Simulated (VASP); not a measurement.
A run of VASP 6.6.1:

File INCAR:

```
SYSTEM = H19NO8
PREC = Accurate ; ENCUT = 520
EDIFF = 1E-6 ; ISMEAR = -1
SIGMA = 0.02 ; LREAL = Auto
LASPH = .True. ; NELM = 100
ALGO = Fast ; ISIF = 2
LWAVE = .False. ; LCHARG = .False.
GGA = PS ; NBANDS = 56
```

The input KPOINTS:

```
regular mesh
0
Gamma
  1 1 1
  0 0 0
```

The input POSCAR:

```
H19NO8
1.0
    7.1315270000      0.0000000000      0.0000000000
    0.0000000000      7.1315270000      0.0000000000
    0.0000000000      0.0000000000      7.1315270000
O H N
8 19 1
Direct
    0.6536888944      0.1098642689      0.0919999321
    0.2600565068      0.6688048717      0.5239551081
   -0.0686949653      0.1141831195      0.3688831298
    1.0668682878      0.4895305031      0.2530313634
    0.4291927942     -0.0097033917      0.4077247411
    0.4207654265      0.3555339551      0.7222716818
    0.2227292977      0.2367094733      1.0022117283
    0.7230429051      0.9741672436      0.7007194953
    0.6318702853      0.2243839223      0.0103063481
    0.6741052793      0.0134613527     -0.0150598883
    0.3430261149      0.7653059436      0.4636314214
    0.1927497435      0.6126177465      0.4142591061
   -0.1315146111      0.0951128699      0.2530173412
   -0.1567686696      0.0977770960      0.4652299571
    0.9611265582      0.4120155473      0.2898537718
    1.1386902132      0.4096317661      0.1643827472
    0.2953224464      0.0171492024      0.4141749726
    0.4811031354      0.0501154942      0.2926862648
    0.3763429627      0.4623133307      0.6429478567
    0.4392607642      0.2488667574      0.6384046502
    0.3007490542      0.2867969230      0.8953902860
    0.3057830392      0.1585635166      1.0742860540
    0.6694779393      0.8576424095      0.6518800251
    0.8485419743      0.9340075414      0.7653620326
    0.1092192458      1.0113962970      0.8881127422
    0.0275396840      0.8048066003      0.9826507002
    0.1149262984      0.7978515681      0.7665118564
    0.0406645028      0.8833872465      0.8621715938
```

Potentials or basis: VASP PAW PBE potentials, release 64 (O, H, N).

Launch:

```bash
$ cat potpaw_PBE.64/O/POTCAR potpaw_PBE.64/H/POTCAR potpaw_PBE.64/N/POTCAR > POTCAR
$ mpirun -np 1 vasp_gam > vasp.out
```

Hardware: 1 thread of Intel(R) Xeon(R) Platinum 8488C (Sapphire Rapids) (shared host).

Estimate the wall time of this run.

Wall time 37 s on 1 thread of Intel(R) Xeon(R) Platinum 8488C (Sapphire Rapids), with other jobs on the host, peak memory 0.37 GiB. Counts: scf iterations 17, k points 1.
